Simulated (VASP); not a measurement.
Input of a VASP 6.6.1 run:

Contents of INCAR:

```
PREC = Accurate
ENCUT = 520
EDIFF = 1E-6
ISMEAR = -1
SIGMA = 0.1
LREAL = F
LASPH = T
NELM = 60
ALGO = Fast
ISIF = 2
LWAVE = F
LCHARG = F
GGA = PE
NBANDS = 15
```

KPOINTS

```
Automatic mesh
0
Gamma
  5 5 5
```

Contents of POSCAR:

```
KBr
1.0
    0.0000000000      3.3522560287      3.3522560287
    3.3522560287      0.0000000000      3.3522560287
    3.3522560287      3.3522560287      0.0000000000
K Br
1 1
Direct
    0.0000000000      0.0000000000      0.0000000000
    0.5000000000      0.5000000000      0.5000000000
```

Potentials or basis: VASP PAW PBE potentials, release 64 (K_sv, Br).

The run is started by

```bash
$ cat potpaw_PBE.64/K_sv/POTCAR potpaw_PBE.64/Br/POTCAR > POTCAR
$ mpirun -np 1 vasp_std > vasp.out
```

Q: What does it give for the band gap on the k mesh?

A: 4.31 eV, direct.

Q: Predict the pressure.

A: 0.0 GPa.

Expect the measured gap to be larger: semilocal functionals such as PBE lack the derivative discontinuity.
